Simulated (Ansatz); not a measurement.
Runs of Ansatz 0.2.0 on Te. The structure is trigonal, space group R-3m (No. 166). Conventional cell: a = 4.612 Å, b = 4.612 Å, c = 5.073 Å, α = 90.00°, β = 90.00°, γ = 120.00°. Te (site symmetry -3m) has 6 Te at 3.15 Å as nearest neighbours. This isn't the form of Te at room conditions, which is trigonal, of chains.

```tsv
task	level	potentials or basis	spin	cell	k mesh	cutoff (eV)	smearing	gap on the mesh (eV)	pressure (GPa)
density of states	PBEsol+D4	all-electron LAPW, relativistic spinors	SOC, no magnetisation	volume scaled by 0.8	7 × 7 × 7	221	gaussian 0.01 eV	none	19.3
single point	PBE	all-electron LAPW, scalar-relativistic	off	as given	9 × 9 × 9	179	gaussian 0.02 eV	none	(a)
band structure	LDA	all-electron LAPW, relativistic spinors	SOC, no magnetisation	as given	7 × 7 × 7	179	gaussian 0.01 eV	-	-1.0
single point	PBEsol	all-electron LAPW, scalar-relativistic	off	as given	9 × 9 × 9	179	gaussian 0.1 eV	none	-0.1
```

Alike in all rows: basis error allowed 0.001 eV/atom.

Estimate the missing entries.

(a) 2.7.

Caveats: the k mesh is thin for a metal, which can move the energy by tens of meV per atom (some runs); so large a pressure means that the cell lies far from this level's equilibrium, or that cutoff or potentials fall short (some runs); pairwise dispersion overbinds metals, which lowers pressure and volume (some runs).

A k mesh can miss the band edges, and rows without SOC leave out spin-orbit coupling on Te.

A gap of «none» marks a metal or a gap under the smearing width.
